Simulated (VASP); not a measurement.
# CdTe in VASP 6.6.1, single-point calculation

INCAR

```
PREC = Accurate
ENCUT = 520
LCHARG = .FALSE.
IBRION = -1
ISMEAR = -1
LWAVE = .FALSE.
SIGMA = 0.2
GGA = PS
EDIFF = 1E-7
ISIF = 2
NBANDS = 16
NSW = 0
LREAL = .FALSE.
NELM = 120
LASPH = .TRUE.
```

KPOINTS

```
KPOINTS created by Atomic Simulation Environment
0
Gamma
8 8 8
0 0 0
```

POSCAR

```
Cd Te
 1.0000000000000000
     0.0000000000000000    3.0443556720503655    3.0443556720503655
     3.0443556720503655    0.0000000000000000    3.0443556720503655
     3.0443556720503655    3.0443556720503655   -0.0000000000000000
 Cd  Te
   1   1
Cartesian
 -0.0000000000000000 -0.0000000000000000  0.0000000000000000
  3.0443556720503655  3.0443556720503655  3.0443556720503655
```

The recommended PBE PAW datasets give the neutral cell 18 valence electrons.

Command

```
mpirun -np 1 vasp_std
```

Question: How does this run end, and what does it give?

Answer: It converged. Results: gap between bands v and c on the k mesh -1.40 eV (bands overlap: a metal); least direct gap on the k mesh 0.75 eV; pressure -1.9 GPa. Band v is the last that the valence electrons fill when counted band by band, and c is the next.

OSZICAR

```
N       E                     dE             d eps       ncg     rms          rms(c)
DAV:   1     0.100018636376E+03    0.10002E+03   -0.83538E+03   936   0.987E+02
DAV:   2    -0.223919069925E+01   -0.10226E+03   -0.96242E+02  1096   0.240E+02
DAV:   3    -0.552176297829E+01   -0.32826E+01   -0.32747E+01  1168   0.448E+01
DAV:   4    -0.554433880945E+01   -0.22576E-01   -0.22575E-01  1232   0.339E+00
DAV:   5    -0.554463350485E+01   -0.29470E-03   -0.29470E-03  1200   0.308E-01    0.553E+00
DAV:   6    -0.530321089462E+01    0.24142E+00   -0.44115E-01  1080   0.814E+00    0.461E+00
DAV:   7    -0.528901223772E+01    0.14199E-01   -0.73255E-02  1088   0.190E+00    0.183E+00
DAV:   8    -0.528769676258E+01    0.13155E-02   -0.69133E-03  1032   0.953E-01    0.393E-01
DAV:   9    -0.528753110612E+01    0.16566E-03   -0.51827E-04  1192   0.227E-01    0.574E-02
DAV:  10    -0.528753209185E+01   -0.98573E-06   -0.61229E-05  1064   0.714E-02    0.353E-02
DAV:  11    -0.528753585908E+01   -0.37672E-05   -0.81246E-06  1224   0.163E-02    0.148E-02
DAV:  12    -0.528753555124E+01    0.30785E-06   -0.10728E-06  1048   0.904E-03    0.798E-03
DAV:  13    -0.528753543231E+01    0.11893E-06   -0.42156E-08   664   0.133E-03    0.533E-03
DAV:  14    -0.528753542900E+01    0.33128E-08   -0.18601E-08   552   0.922E-04
   1 F= -.52875354E+01 E0= -.52431880E+01  d E =-.886948E-01
```

For comparison, a separate PBEsol run of the intended cell, on usual settings and not on those above, gives a gap of -1.39 eV on its mesh and a pressure of -2.1 GPa.
